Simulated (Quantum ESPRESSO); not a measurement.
# BaTiO3 (Pm-3m) in Quantum ESPRESSO: band structure with r2SCAN

Aim: the band structure of BaTiO3 with r2SCAN.

Program: Quantum ESPRESSO 7.5. These are calculated values, not measurements. Logs are shortened: lines on timing, memory, paths and dates and some standing lists are left out, and cuts for length are marked.

**1. The structure**

It takes space group Pm-3m (No. 221, cubic). Conventional cell: a = 4.006 Å, b = 4.006 Å, c = 4.006 Å, α = 90.00°, β = 90.00°, γ = 90.00°. Ba (site symmetry m-3m) has 12 O at 2.83 Å as nearest neighbours. Around Ti (site symmetry m-3m) lie 6 O at 2.00 Å. O (site symmetry 4/mmm) is surrounded by 2 Ti at 2.00 Å.

**2. Band structure, r2SCAN**

The input, pw.in:

```
&CONTROL
  calculation = 'scf'
  prefix = 'pwscf'
  outdir = './tmp'
  pseudo_dir = './pseudo'
  tprnfor = .true.
  tstress = .true.
  disk_io = 'low'
/
&SYSTEM
  ibrav = 0
  nat = 5
  ntyp = 3
  ecutwfc = 88
  nbnd = 28
  input_dft = 'r2scan'
  occupations = 'smearing'
  smearing = 'fd'
  degauss = 0.00367493
  nosym = .true.
/
&ELECTRONS
  conv_thr = 1d-08
  electron_maxstep = 120
  mixing_beta = 0.5
/
ATOMIC_SPECIES
Ba   137.3270 Ba_ONCV_PBE-1.2.upf
Ti    47.8670 Ti_ONCV_PBE-1.2.upf
O     15.9990 O_ONCV_PBE-1.2.upf
CELL_PARAMETERS angstrom
   4.0060000000    0.0000000000    0.0000000000
   0.0000000000    4.0060000000    0.0000000000
   0.0000000000    0.0000000000    4.0060000000
ATOMIC_POSITIONS crystal
Ba     0.5000000000    0.5000000000    0.5000000000
Ti     0.0000000000    0.0000000000    0.0000000000
O      0.0000000000    0.0000000000    0.5000000000
O      0.0000000000    0.5000000000    0.0000000000
O      0.5000000000    0.0000000000    0.0000000000
K_POINTS automatic
5 5 5 0 0 0
```

The input, bands.in:

```
&CONTROL
  calculation = 'bands'
  prefix = 'pwscf'
  outdir = './tmp'
  pseudo_dir = './pseudo'
  disk_io = 'low'
  verbosity = 'high'
/
&SYSTEM
  ibrav = 0
  nat = 5
  ntyp = 3
  ecutwfc = 88
  nbnd = 28
  input_dft = 'r2scan'
  occupations = 'smearing'
  smearing = 'fd'
  degauss = 0.00367493
  nosym = .true.
/
&ELECTRONS
  conv_thr = 1d-08
  electron_maxstep = 120
  mixing_beta = 0.5
  diago_full_acc = .true.
  startingwfc = 'random'
/
ATOMIC_SPECIES
Ba   137.3270 Ba_ONCV_PBE-1.2.upf
Ti    47.8670 Ti_ONCV_PBE-1.2.upf
O     15.9990 O_ONCV_PBE-1.2.upf
CELL_PARAMETERS angstrom
   4.0060000000    0.0000000000    0.0000000000
   0.0000000000    4.0060000000    0.0000000000
   0.0000000000    0.0000000000    4.0060000000
ATOMIC_POSITIONS crystal
Ba     0.5000000000    0.5000000000    0.5000000000
Ti     0.0000000000    0.0000000000    0.0000000000
O      0.0000000000    0.0000000000    0.5000000000
O      0.0000000000    0.5000000000    0.0000000000
O      0.5000000000    0.0000000000    0.0000000000
K_POINTS crystal
60
 0.0000000000  0.0000000000  0.0000000000 1
 0.0000000000  0.0714285714  0.0000000000 1
 0.0000000000  0.1428571429  0.0000000000 1
 0.0000000000  0.2142857143  0.0000000000 1
 0.0000000000  0.2857142857  0.0000000000 1
 0.0000000000  0.3571428571  0.0000000000 1
 0.0000000000  0.4285714286  0.0000000000 1
 0.0000000000  0.5000000000  0.0000000000 1
 0.0714285714  0.5000000000  0.0000000000 1
 0.1428571429  0.5000000000  0.0000000000 1
 0.2142857143  0.5000000000  0.0000000000 1
 0.2857142857  0.5000000000  0.0000000000 1
 0.3571428571  0.5000000000  0.0000000000 1
 0.4285714286  0.5000000000  0.0000000000 1
 0.5000000000  0.5000000000  0.0000000000 1
 0.4545454545  0.4545454545  0.0000000000 1
 0.4090909091  0.4090909091  0.0000000000 1
 0.3636363636  0.3636363636  0.0000000000 1
 0.3181818182  0.3181818182  0.0000000000 1
 0.2727272727  0.2727272727  0.0000000000 1
 0.2272727273  0.2272727273  0.0000000000 1
 0.1818181818  0.1818181818  0.0000000000 1
 0.1363636364  0.1363636364  0.0000000000 1
 0.0909090909  0.0909090909  0.0000000000 1
 0.0454545455  0.0454545455  0.0000000000 1
 0.0000000000  0.0000000000  0.0000000000 1
 0.0357142857  0.0357142857  0.0357142857 1
 0.0714285714  0.0714285714  0.0714285714 1
 0.1071428571  0.1071428571  0.1071428571 1
 0.1428571429  0.1428571429  0.1428571429 1
 0.1785714286  0.1785714286  0.1785714286 1
 0.2142857143  0.2142857143  0.2142857143 1
 0.2500000000  0.2500000000  0.2500000000 1
 0.2857142857  0.2857142857  0.2857142857 1
 0.3214285714  0.3214285714  0.3214285714 1
 0.3571428571  0.3571428571  0.3571428571 1
 0.3928571429  0.3928571429  0.3928571429 1
 0.4285714286  0.4285714286  0.4285714286 1
 0.4642857143  0.4642857143  0.4642857143 1
 0.5000000000  0.5000000000  0.5000000000 1
 0.4545454545  0.5000000000  0.4545454545 1
 0.4090909091  0.5000000000  0.4090909091 1
 0.3636363636  0.5000000000  0.3636363636 1
 0.3181818182  0.5000000000  0.3181818182 1
 0.2727272727  0.5000000000  0.2727272727 1
 0.2272727273  0.5000000000  0.2272727273 1
 0.1818181818  0.5000000000  0.1818181818 1
 0.1363636364  0.5000000000  0.1363636364 1
 0.0909090909  0.5000000000  0.0909090909 1
 0.0454545455  0.5000000000  0.0454545455 1
 0.0000000000  0.5000000000  0.0000000000 1
 0.5000000000  0.5000000000  0.0000000000 1
 0.5000000000  0.5000000000  0.0625000000 1
 0.5000000000  0.5000000000  0.1250000000 1
 0.5000000000  0.5000000000  0.1875000000 1
 0.5000000000  0.5000000000  0.2500000000 1
 0.5000000000  0.5000000000  0.3125000000 1
 0.5000000000  0.5000000000  0.3750000000 1
 0.5000000000  0.5000000000  0.4375000000 1
 0.5000000000  0.5000000000  0.5000000000 1
```

Potentials or basis: SG15 PBE 1.2.

On the command line:

```bash
$ OMP_NUM_THREADS=1 mpirun -n 4 pw.x -nk 2 -in pw.in > pw.out
$ OMP_NUM_THREADS=1 mpirun -n 4 pw.x -nk 4 -in bands.in > bands.out
```

pw.out:

```text
This program is part of the open-source Quantum ESPRESSO suite
     for quantum simulation of materials; please cite
         "P. Giannozzi et al., J. Phys.:Condens. Matter 21 395502 (2009);
         "P. Giannozzi et al., J. Phys.:Condens. Matter 29 465901 (2017);
         "P. Giannozzi et al., J. Chem. Phys. 152 154105 (2020);
     in publications or presentations arising from this work. More details at

     IMPORTANT: XC functional enforced from input :
     Exchange-correlation= R2SCAN
                           (   0   0   0   0   0 497 498)
     Any further DFT definition will be discarded
     Please, verify this is what you really want
[... 5 lines left out ...]
     --------------------
     sticks:   dense  smooth     PW     G-vecs:    dense   smooth      PW
     Min         802     802    218                24244    24244    3560
     Max         803     803    219                24245    24245    3563
     Sum        1605    1605    437                48489    48489    7123

     Using Slab Decomposition

     bravais-lattice index     =            0
     lattice parameter (alat)  =       7.5702  a.u.
     unit-cell volume          =     433.8398 (a.u.)^3
     number of atoms/cell      =            5
     number of atomic types    =            3
     number of electrons       =        40.00
     number of Kohn-Sham states=           28
     kinetic-energy cutoff     =      88.0000  Ry
     charge density cutoff     =     352.0000  Ry
     scf convergence threshold =      1.0E-08
     mixing beta               =       0.5000
     number of iterations used =            8  plain     mixing
     Exchange-correlation= R2SCAN
                           (   0   0   0   0   0 497 498)

     celldm(1)=   7.570243  celldm(2)=   0.000000  celldm(3)=   0.000000
     celldm(4)=   0.000000  celldm(5)=   0.000000  celldm(6)=   0.000000

     crystal axes: (cart. coord. in units of alat)
               a(1) = (   1.000000   0.000000   0.000000 )
               a(2) = (   0.000000   1.000000   0.000000 )
               a(3) = (   0.000000   0.000000   1.000000 )

     reciprocal axes: (cart. coord. in units 2 pi/alat)
               b(1) = (  1.000000  0.000000  0.000000 )
               b(2) = (  0.000000  1.000000  0.000000 )
               b(3) = (  0.000000  0.000000  1.000000 )

     PseudoPot. # 1 for Ba read from file:
     Ba_ONCV_PBE-1.2.upf
     Pseudo is Norm-conserving, Zval = 10.0
     Generated using ONCVPSP code by D. R. Hamann
     Using radial grid of  602 points,  8 beta functions with:
                l(1) =   0
                l(2) =   0
                l(3) =   1
                l(4) =   1
                l(5) =   2
                l(6) =   2
                l(7) =   3
                l(8) =   3

     PseudoPot. # 2 for Ti read from file:
     Ti_ONCV_PBE-1.2.upf
     Pseudo is Norm-conserving, Zval = 12.0
     Generated using ONCVPSP code by D. R. Hamann
     Using radial grid of  602 points,  6 beta functions with:
                l(1) =   0
                l(2) =   0
                l(3) =   1
                l(4) =   1
                l(5) =   2
                l(6) =   2

     PseudoPot. # 3 for O  read from file:
     O_ONCV_PBE-1.2.upf
     Pseudo is Norm-conserving, Zval =  6.0
     Generated using ONCVPSP code by D. R. Hamann
     Using radial grid of  602 points,  4 beta functions with:
                l(1) =   0
                l(2) =   0
                l(3) =   1
                l(4) =   1

     atomic species   valence    mass     pseudopotential
     Ba               10.00   137.32700     Ba( 1.00)
     Ti               12.00    47.86700     Ti( 1.00)
     O                 6.00    15.99900     O ( 1.00)

     No symmetry found

   Cartesian axes

     site n.     atom                  positions (alat units)
         1        Ba     tau(   1) = (   0.5000000   0.5000000   0.5000000  )
         2        Ti     tau(   2) = (   0.0000000   0.0000000   0.0000000  )
         3        O      tau(   3) = (   0.0000000   0.0000000   0.5000000  )
         4        O      tau(   4) = (   0.0000000   0.5000000   0.0000000  )
         5        O      tau(   5) = (   0.5000000   0.0000000   0.0000000  )

     number of k points=    63  Fermi-Dirac smearing, width (Ry)=  0.0037
                       cart. coord. in units 2pi/alat
        k(    1) = (   0.0000000   0.0000000   0.0000000), wk =   0.0160000
        k(    2) = (   0.0000000   0.0000000   0.2000000), wk =   0.0320000
        k(    3) = (   0.0000000   0.0000000   0.4000000), wk =   0.0320000
        k(    4) = (   0.0000000   0.2000000   0.0000000), wk =   0.0320000
        k(    5) = (   0.0000000   0.2000000   0.2000000), wk =   0.0320000
        k(    6) = (   0.0000000   0.2000000   0.4000000), wk =   0.0320000
[... 55 lines left out ...]
        k(   62) = (   0.4000000  -0.2000000  -0.4000000), wk =   0.0320000
        k(   63) = (   0.4000000  -0.2000000  -0.2000000), wk =   0.0320000

     Dense  grid:    48489 G-vectors     FFT dimensions: (  45,  45,  45)

     WARNING: libxc functional with ID  497 depends
      on external parameters: check the user_guide of
      QE if you need to modify them or to check their
      default values.

     WARNING: libxc functional with ID  498 depends
      on external parameters: check the user_guide of
      QE if you need to modify them or to check their
      default values.

     Initial potential from superposition of free atoms

     starting charge      39.4956, renormalised to      40.0000
     Starting wfcs are random

     Self-consistent Calculation

     iteration #  1     ecut=    88.00 Ry     beta= 0.50
     Davidson diagonalization with overlap
     ethr =  1.00E-02,  avg # of iterations = 11.8

     total energy              =    -262.93636329 Ry
     estimated scf accuracy    <      58.66299017 Ry

     iteration #  2     ecut=    88.00 Ry     beta= 0.50
     Davidson diagonalization with overlap
     ethr =  1.00E-02,  avg # of iterations =  2.9

     total energy              =    -262.77050660 Ry
     estimated scf accuracy    <       8.88347261 Ry

     iteration #  3     ecut=    88.00 Ry     beta= 0.50
     Davidson diagonalization with overlap
     ethr =  1.00E-02,  avg # of iterations =  2.0

     total energy              =    -263.46123836 Ry
     estimated scf accuracy    <      11.47399123 Ry

     iteration #  4     ecut=    88.00 Ry     beta= 0.50
     Davidson diagonalization with overlap
     ethr =  1.00E-02,  avg # of iterations =  1.0

     total energy              =    -263.52612352 Ry
     estimated scf accuracy    <       0.68330372 Ry

     iteration #  5     ecut=    88.00 Ry     beta= 0.50
     Davidson diagonalization with overlap
     ethr =  1.71E-03,  avg # of iterations =  2.1
[... 50 lines left out ...]
     total energy              =    -263.54101099 Ry
     estimated scf accuracy    <       0.00000043 Ry

     iteration # 13     ecut=    88.00 Ry     beta= 0.50
     Davidson diagonalization with overlap
     ethr =  1.06E-09,  avg # of iterations =  1.4

     total energy              =    -263.54101097 Ry
     estimated scf accuracy    <       0.00000038 Ry

     iteration # 14     ecut=    88.00 Ry     beta= 0.50
     Davidson diagonalization with overlap
     ethr =  9.52E-10,  avg # of iterations =  1.0

     total energy              =    -263.54101098 Ry
     estimated scf accuracy    <       0.00000004 Ry

     iteration # 15     ecut=    88.00 Ry     beta= 0.50
     Davidson diagonalization with overlap
     ethr =  9.17E-11,  avg # of iterations =  2.7

     End of self-consistent calculation

          k = 0.0000 0.0000 0.0000 (  6031 PWs)   bands (ev):

   -49.3380 -24.2999 -24.2999 -24.2999 -15.5067  -8.0456  -7.4114  -7.4113
    -0.0905  -0.0905  -0.0905   7.6133   7.6133   7.6133   8.8571   8.8571
     8.8571   9.8558   9.8558   9.8558  12.2572  12.2572  12.2572  14.4393
    14.4393  15.6916  15.6916  18.1561

          k = 0.0000 0.0000 0.2000 (  6055 PWs)   bands (ev):

   -49.3377 -24.3191 -24.2992 -24.2992 -15.4637  -8.0748  -7.4014  -7.3540
    -0.0317  -0.0317   0.0384   7.0031   7.5104   7.5104   8.5221   8.5221
     8.5765   9.0501   9.6131   9.6131  12.3019  12.9269  12.9269  14.4411
    15.3623  16.3645  16.4303  19.1046

          k = 0.0000 0.0000 0.4000 (  6030 PWs)   bands (ev):

   -49.3371 -24.3500 -24.2982 -24.2982 -15.3923  -8.2173  -7.3851  -7.1442
     0.0680   0.0681   0.2455   6.0458   7.2419   7.2419   8.1846   8.1917
     8.2162   8.2162   9.3094   9.3094  12.3769  13.8361  13.8361  14.4440
    16.3789  17.5305  17.9572  19.0220

          k = 0.0000 0.2000 0.0000 (  6055 PWs)   bands (ev):

   -49.3377 -24.3191 -24.2992 -24.2992 -15.4637  -8.0748  -7.4014  -7.3540
    -0.0317  -0.0317   0.0384   7.0030   7.5104   7.5104   8.5221   8.5221
     8.5765   9.0502   9.6131   9.6131  12.3019  12.9269  12.9269  14.4411
    15.3623  16.3645  16.4303  19.1048

          k = 0.0000 0.2000 0.2000 (  6042 PWs)   bands (ev):
[... 391 lines left out ...]
          k = 0.4000-0.2000 0.4000 (  6026 PWs)   bands (ev):

   -49.3359 -24.3466 -24.3464 -24.3152 -15.2926  -7.6393  -7.2755  -7.2507
    -0.3569  -0.3557  -0.0012   5.7544   6.2040   6.6244   7.1654   7.5427
     7.6931   9.1917   9.3402   9.8226  14.0709  14.0940  14.3778  16.3736
    17.9797  18.4795  18.9591  19.2409

          k = 0.4000-0.2000-0.4000 (  6026 PWs)   bands (ev):

   -49.3359 -24.3466 -24.3464 -24.3152 -15.2926  -7.6393  -7.2755  -7.2507
    -0.3570  -0.3557  -0.0012   5.7544   6.2040   6.6244   7.1654   7.5427
     7.6931   9.1917   9.3402   9.8226  14.0709  14.0940  14.3778  16.3736
    17.9797  18.4794  18.9591  19.2416

          k = 0.4000-0.2000-0.2000 (  6059 PWs)   bands (ev):

   -49.3365 -24.3481 -24.3165 -24.3162 -15.3367  -7.9005  -7.3179  -7.2353
    -0.2338  -0.1221   0.2230   5.9283   6.7100   7.0454   7.1128   7.6251
     8.0651   9.0298   9.2813   9.2865  13.4028  13.9849  14.0082  15.8850
    17.1127  18.2726  18.6503  19.4179

     the Fermi energy is    11.0923 ev

!    total energy              =    -263.54101098 Ry
     estimated scf accuracy    <          2.8E-09 Ry
     smearing contrib. (-TS)   =      -0.00000000 Ry
     internal energy E=F+TS    =    -263.54101098 Ry

     The total energy is F=E-TS. E is the sum of the following terms:
     one-electron contribution =     -71.92037145 Ry
     hartree contribution      =      58.75885339 Ry
     xc contribution           =     -43.23045775 Ry
     ewald contribution        =    -207.14903517 Ry

     convergence has been achieved in  15 iterations

     Forces acting on atoms (cartesian axes, Ry/au):

     atom    1 type  1   force =    -0.00000028   -0.00000011    0.00000038
     atom    2 type  2   force =    -0.00000002    0.00000004   -0.00000012
     atom    3 type  3   force =     0.00000093   -0.00000080    0.00000013
     atom    4 type  3   force =    -0.00000033   -0.00000008    0.00000085
     atom    5 type  3   force =    -0.00000030    0.00000095   -0.00000124

     Total force =     0.000002     Total SCF correction =     0.000003
     SCF correction compared to forces is large: reduce conv_thr to get better values

     Computing stress (Cartesian axis) and pressure

          total   stress  (Ry/bohr**3)                   (kbar)     P=      -18.87
  -0.00012830  -0.00000000  -0.00000000          -18.87       -0.00       -0.00
  -0.00000000  -0.00012832  -0.00000001           -0.00      -18.88       -0.00
  -0.00000000  -0.00000001  -0.00012830           -0.00       -0.00      -18.87

=------------------------------------------------------------------------------=
   JOB DONE.
=------------------------------------------------------------------------------=
```

It took 5.1 min on 4 MPI ranks of Arm Neoverse V2, shared host; peak memory 0.48 GiB.

Results:

```yaml
Free_energy: -3585.6581 eV
Pressure: -1.9 GPa
Band_gap_on_the_k_mesh: 2.38 eV, indirect (least direct gap 2.40 eV)
Band_gap_along_the_path: 2.26 eV, indirect (least direct gap 2.40 eV)
```

Levels at the corners of the path, in eV from the valence-band top:
| point | band 18 | band 19 | band 20 | band 21 | band 22 | band 23 |
| --- | --- | --- | --- | --- | --- | --- |
| Γ | -0.14 | -0.14 | -0.14 | 2.26 | 2.26 | 2.26 |
| X | -1.81 | -0.73 | -0.73 | 2.40 | 3.99 | 3.99 |
| M | -0.87 | -0.87 | -0.06 | 4.01 | 4.01 | 4.47 |
| Γ | -0.14 | -0.14 | -0.14 | 2.26 | 2.26 | 2.26 |
| R | 0.00 | 0.00 | 0.00 | 4.70 | 4.70 | 4.70 |
| X | -1.81 | -0.73 | -0.73 | 2.40 | 3.99 | 3.99 |
| M | -0.87 | -0.87 | -0.06 | 4.01 | 4.01 | 4.47 |
| R | 0.00 | 0.00 | 0.00 | 4.70 | 4.70 | 4.70 |

Caveat: the potentials were made for another functional, which shifts forces and pressure; spin-orbit coupling is left out, which moves the levels of the heavy elements; the mesh misses the band edges, which the band path finds closer together.
